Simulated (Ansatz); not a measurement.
An input for the plane-wave PAW code Ansatz:

```yaml
crystal:
  lattice:
    - [0.0, 3.0045317637, 3.0045317637]
    - [3.0045317637, 0.0, 3.0045317637]
    - [3.0045317637, 3.0045317637, 0.0]
  atoms:
    - { symbol: Pb, position: [0.5, 0.5, 0.5] }
    - { symbol: S, position: [0.0199698338, 0.0199698338, -0.0199698338] }
basis:
  ecutwfc: 420
  ecutrho_ratio: 4
kpoints:
  mp_grid: { grid: [10, 10, 10] }
hamiltonian:
  xc: pbe
scf:
  occupations: { method: gaussian, width: 0.05 }
output:
  forces: true
  stress: true
  eigenvalues: true
```

Launched as:
```sh
ansatz run input.yaml --threads 2 --pin off --max-ram 2662MiB --backend cpu --events-out ev --progress --plain --runs-dir out
```

The start was a prototype's sites filled with these elements; the Crystallography Open Database holds the compound in this structure.

Problem. Predict the main results.

Solution. Pressure 0.2 GPa, gap on the mesh 0.61 eV, largest force component 0.042 eV/Å (PBE, scalar-relativistic).

Output, machine lines left out:

```
Pseudopotentials: kind: paw
Pseudopotential: Pb, paw, valence charge 14, recommended cutoff 420 eV (normal), Pb.paw.azcp
Pseudopotential: S, paw, valence charge 6, recommended cutoff 420 eV (normal), S.paw.azcp
Crystal: 2 atoms, lattice volume = 54.245 Å³
Basis set: ecut = 420 eV, 1067 PW (Γ), exchange–correlation on 60×60×60 points (8 copies of the dense FFT grid, shifted against one another)
Bands: 14, of which v1, the nominal top of the filled ones, is band 10 counted from 1 (9 counted from 0)
Symmetry: 8 space group operations
Space group: I4mm (ITA 107), of the structure as read, at distance tolerance 3.8e-5 Å
k-points: 102 of 1000 (time reversal used)
Initial density: superposition of atomic densities (neutral atoms: chi_scale 0, normalization atom), corrected by the library's trained network
Initial wavefunctions: pseudopotential atomic-orbital guess
Functional: x = pbe(κ = 0.804, μ = 0.21951), c = pbe(β = 0.06672)
```

```
SCF iter   1: F=—  HF=-12809.570485 eV  |F-HF|=—  |Δ(HF+E_count)|=         —  Δρ=1.00e-3  dr2=8.96e-4  ethr=1.77e-3  ⟨swp⟩=6.2  Hψ=8493  notcnv=0
SCF iter   2: F=—  HF=-12809.569272 eV  |F-HF|=—  |Δ(HF+E_count)|=   1.21e-3  Δρ=4.81e-4  dr2=1.26e-4  ethr=4.48e-6  ⟨swp⟩=2.1  Hψ=3219  notcnv=0
SCF iter   3: F=—  HF=-12809.569276 eV  |F-HF|=—  |Δ(HF+E_count)|=   3.44e-6  Δρ=1.81e-4  dr2=1.71e-5  ethr=6.31e-7  ⟨swp⟩=2.0  Hψ=2279  notcnv=0
SCF iter   4: F=—  HF=-12809.569289 eV  |F-HF|=—  |Δ(HF+E_count)|=   1.29e-5  Δρ=4.84e-5  dr2=1.31e-6  ethr=8.56e-8  ⟨swp⟩=2.0  Hψ=1835  notcnv=0
SCF iter   5: F=—  HF=-12809.569289 eV  |F-HF|=—  |Δ(HF+E_count)|=   3.17e-7  Δρ=1.58e-5  dr2=1.77e-7  ethr=6.55e-9  ⟨swp⟩=2.3  Hψ=2308  notcnv=0
SCF iter   6: F=-12809.569289 eV  HF=-12809.569289 eV  |F-HF|=1.17e-9  |Δ(HF+E_count)|=   1.21e-8  Δρ=3.49e-6  dr2=6.14e-9  ethr=5.00e-10  ⟨swp⟩=5.1  Hψ=6569  notcnv=0
```

```
SCF 1 converged in 6 iterations: F = -12809.569289 eV  dr2 = 6.14e-9
SCF converged after 6 iterations
Free energy (F): -12809.569289 eV
E sigma→0 (E₀):  -12809.569289 eV
Fermi energy:    8.065334 eV
--- Forces (eV/Å), atoms counted from 1 ---
  atom   1  Pb     0.00000000     0.00000000     0.04153666
  atom   2  S      0.00000000     0.00000000    -0.04154982
--- Stress (GPa, compression-positive) ---
        0.030853       0.000000       0.000000
        0.000000       0.030853       0.000000
        0.000000       0.000000       0.521549
  P = ⅓ Tr σ = 0.1944 GPa (1.944 kbar)
```

It ran for 2.8 s on 2 threads of Arm Neoverse V2 (shared host), peak memory 0.38 GiB.

Total energies depend on the potentials used, so only differences within one code and one set of settings carry meaning.

Kohn–Sham gaps of semilocal functionals lie under measured ones, often by a third or more. These numbers lack spin–orbit coupling.
